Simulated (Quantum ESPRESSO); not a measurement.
Au:

```
CELL_PARAMETERS angstrom
0.00000 2.03500 2.03500
2.03500 0.00000 2.03500
2.03500 2.03500 0.00000
ATOMIC_POSITIONS crystal
Au 0.00000 0.00000 0.00000
```

Base run:

```yaml
Program: Quantum ESPRESSO 7.5
Functional: PBE
Potentials_or_basis: PseudoDojo 0.4.1 SR PBE standard
Cutoff: 1034 eV
Density_cutoff: 4136 eV
k_mesh: 11 × 11 × 11
Occupations: fermi-dirac, width 0.05 eV
Spin: no spin polarisation
```

Its results: band gap on the k mesh none (metal or under the smearing width); pressure 10.3 GPa.

Question: The run is repeated on the same cell with these changes: potentials or basis from PseudoDojo 0.4.1 SR PBE standard to SPMS 1.0 PBE; cutoff from 1034 eV to 925 eV; density cutoff from 4136 eV to 3701 eV. What comes out?

Answer: Band gap on the k mesh none (metal or under the smearing width); pressure 10.8 GPa.

Not every run made on this cell is shown here.
